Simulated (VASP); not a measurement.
Write the native input for VASP 6.6.1 that does the following.

- Task: relaxation of cell and atoms
- Functional: BLYP
- Potentials or basis: VASP PAW PBE potentials, release 64 (Hf_pv, B)
- Cutoff: 600 eV
- k mesh: 10 × 10 × 10
- Occupations: fermi-dirac, width 0.05 eV
- Spin: no spin polarisation
- Further INCAR settings: ALGO = Normal; EDIFF = 1e-07; IBRION = 2; EDIFFG = -0.005; NSW = 40; ISIF = 3

The structure of HfB lies in POSCAR:

```
HfB
1.0
    0.0000000000      2.3100000000      2.3100000000
    2.3100000000      0.0000000000      2.3100000000
    2.3100000000      2.3100000000      0.0000000000
Hf B
1 1
Direct
    0.5000000000      0.5000000000      0.5000000000
    0.0000000000      0.0000000000      0.0000000000
```

One way to write it, as run:

INCAR

```
AGGAC = 1.0 ; AGGAX = 1.0
ALDAC = 0.0 ; ALDAX = 1.0
ALGO = Normal ; EDIFF = 1E-7
EDIFFG = -0.005 ; ENCUT = 600
GGA = B5 ; IBRION = 2
ISIF = 3 ; ISMEAR = -1
LASPH = T ; LCHARG = F
LREAL = F ; LWAVE = F
NELM = 80 ; NSW = 40
PREC = Accurate ; SIGMA = 0.05
```

KPOINTS

```
k-points
0
Gamma
  10 10 10
```

Potentials or basis: VASP PAW PBE potentials, release 64 (Hf_pv, B).

Launch:

```bash
$ cat potpaw_PBE.64/Hf_pv/POTCAR potpaw_PBE.64/B/POTCAR > POTCAR
$ mpirun -np 1 vasp_std > vasp.out
```

It gave:

The relaxed volume is 14.64 Å³/atom and the relaxed cell is a = 3.460 Å, b = 3.460 Å, c = 3.460 Å, α = 60.00°, β = 60.00°, γ = 60.00°. The space group after relaxing (to 0.05 Å) is Fm-3m (No. 225) and the energy gained by relaxing is 238.9 meV/atom. The ionic steps are 18. The pressure after relaxing is 0.0 GPa and the band gap on the k mesh is none (metal or under the smearing width).

Caveat: the volume moved by over 15 % at a fixed basis, so the end points are rough; the PAW data sets were made with another functional, which shifts forces and pressure a little.

Run time: 2.7 min on 1 thread of Intel(R) Xeon(R) Platinum 8488C (Sapphire Rapids), with other jobs on the host, peak memory 0.17 GiB.
